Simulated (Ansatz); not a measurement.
**Si7Ge (P-43m), random displacements**

Theory: DFT PBEsol, scalar-relativistic, plane waves, PAW (Ansatz). Cutoff 420 eV, Γ-centred 6×6×6 k-points, Gaussian smearing of 0.03 eV. No spin polarisation. Energies are free energies at this smearing, counted from the undisturbed cell; pressure is positive in compression.

The undisturbed cell (relaxed at this level; it needn't be the usual structure):

```
Si Ge
1.0
     5.45918    0.00000    0.00000
     0.00000    5.45918    0.00000
     0.00000    0.00000    5.45918
Si Ge
7 1
Direct
  0.25260 0.25260 0.25260
  0.00000 0.50000 0.50000
  0.50000 0.50000 0.00000
  0.50000 0.00000 0.50000
  0.74740 0.25260 0.74740
  0.74740 0.74740 0.25260
  0.25260 0.74740 0.74740
  0.00000 0.00000 0.00000
```

The atoms are displaced (Å, in the unstrained cell):

```tsv
atom	ux	uy	uz
Si1	0.150	-0.053	0.246
Si2	-0.041	-0.142	-0.167
Si3	-0.146	-0.176	-0.012
Si4	-0.097	0.052	0.186
Si5	-0.001	0.004	-0.041
Si6	-0.050	-0.070	-0.230
Si7	0.166	0.335	-0.109
Ge8	0.019	0.050	0.128
```

Strain (Voigt, engineering shear): (0.0658, 0.0676, -0.0097, -0.0433, 0.0595, 0.0081).

What are the energy change, the stress and the forces?

ΔE = 495.3 meV/atom; stress (xx, yy, zz, yz, xz, xy; compression positive) (-4.03, -4.30, -1.54, -2.65, -6.60, 3.59) GPa.
```tsv
atom	Fx (eV/Å)	Fy	Fz
Si1	-1.11	0.06	-1.50
Si2	-0.56	1.96	0.60
Si3	0.75	1.70	-0.57
Si4	5.90	3.03	-4.27
Si5	0.56	-0.20	0.66
Si6	-0.20	-0.45	1.22
Si7	-5.43	-6.37	4.56
Ge8	0.08	0.28	-0.69
```

Cost: 1 run of about 0.46 core-minutes, on Intel Xeon 6975P-C (Granite Rapids) (shared hosts).